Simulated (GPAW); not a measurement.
Here is a GPAW 26.7.0 calculation.

File run.py:

```python
from ase.eos import EquationOfState
from ase.io import Trajectory, read
from ase.units import GPa
from gpaw import GPAW, PW

atoms = read('POSCAR')

traj = Trajectory('eos.traj', 'w')
volumes, energies = [], []
for x in [0.94, 0.96, 0.98, 1.0, 1.02, 1.04, 1.06]:
    a = atoms.copy()
    a.set_cell(atoms.cell * x**(1 / 3), scale_atoms=True)
    calc = GPAW(mode=PW(600),
                xc='PBE',
                kpts={'size': (8, 8, 8), 'gamma': True},
                occupations={'name': 'fermi-dirac', 'width': 0.05},
                nbands=18,
                convergence={'density': 1e-05, 'energy': 1e-05},
                maxiter=150,
                txt=f'eos-{x:.2f}.txt')
    a.calc = calc
    energies.append(a.get_potential_energy(force_consistent=True))
    volumes.append(a.get_volume())
    p = -a.get_stress()[:3].mean() / GPa
    calc.write(f'eos-{x:.2f}.gpw')
    traj.write(a)
    print(f'{x:.2f} {volumes[-1]:10.4f} A^3 {energies[-1]:14.6f} eV {p:9.3f} GPa', flush=True)

v0, e0, B = EquationOfState(volumes, energies, eos='birchmurnaghan').fit()
print(f'V0 = {v0:.4f} A^3, E0 = {e0:.6f} eV, B0 = {B / GPa:.2f} GPa')
```

Contents of POSCAR:

```
GaP
1.0
    1.9430151755      1.1218003346      6.4308101003
   -1.9430151755      1.1218003346      6.4308101003
    0.0000000000     -2.2436006692      6.4308101003
Ga P
2 2
Direct
    0.5646280000      0.5646280000      0.5646280000
    0.4353720000      0.4353720000      0.4353720000
    0.9426110000      0.9426110000      0.9426110000
    0.0573890000      0.0573890000      0.0573890000
```

Potentials or basis: GPAW PAW data sets (gpaw-data 1.2.1), pw.

Launch:

```console
$ OMP_NUM_THREADS=1 python run.py
```

(1) Estimate the equilibrium volume.

(2) Estimate the pressure derivative of the bulk modulus.

Answers

(1) 21.43 Å³/atom.

(2) 4.6.

Caveat: the data sets keep Ga 3d, Li 1s and Be 1s frozen, and some such compounds lay over 1.5 % in volume off other programs; the cell was scaled at fixed shape and fractional positions, which overstates the stiffness of a crystal with free parameters, most of all of layers and chains; the program warned that so skewed a cell can give wrong results.
